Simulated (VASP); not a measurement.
VASP inputs for GaN (zincblende)

INCAR

```
ISIF = 3
LCHARG = .FALSE.
LREAL = .FALSE.
PREC = Accurate
NELM = 120
NBANDS = 16
GGA = CA
IBRION = 2
ENCUT = 600
EDIFF = 1E-7
EDIFFG = -5E-3
ISMEAR = -1
LASPH = .TRUE.
NSW = 40
SIGMA = 0.02
LWAVE = .FALSE.
```

KPOINTS

```
KPOINTS created by Atomic Simulation Environment
0
Gamma
8 8 8
0 0 0
```

POSCAR

```
Ga N
 1.0000000000000000
     0.0000000000000000    2.2741788659219644    2.2741788659219644
     2.2741788659219644    0.0000000000000000    2.2741788659219644
     2.2741788659219644    2.2741788659219644    0.0000000000000000
 Ga  N
   1   1
Cartesian
  0.0000000000000000  0.0000000000000000  0.0000000000000000
  1.1370894329609822  1.1370894329609822  1.1370894329609822
```

VASP ran with the recommended LDA PAW datasets (18 valence electrons in the cell).

**Question.** Estimate the main results of this run.

**Answer.** relaxed cell vector lengths 3.155, 3.155, 3.155 Å; relaxed cell volume 22.22 Å³.
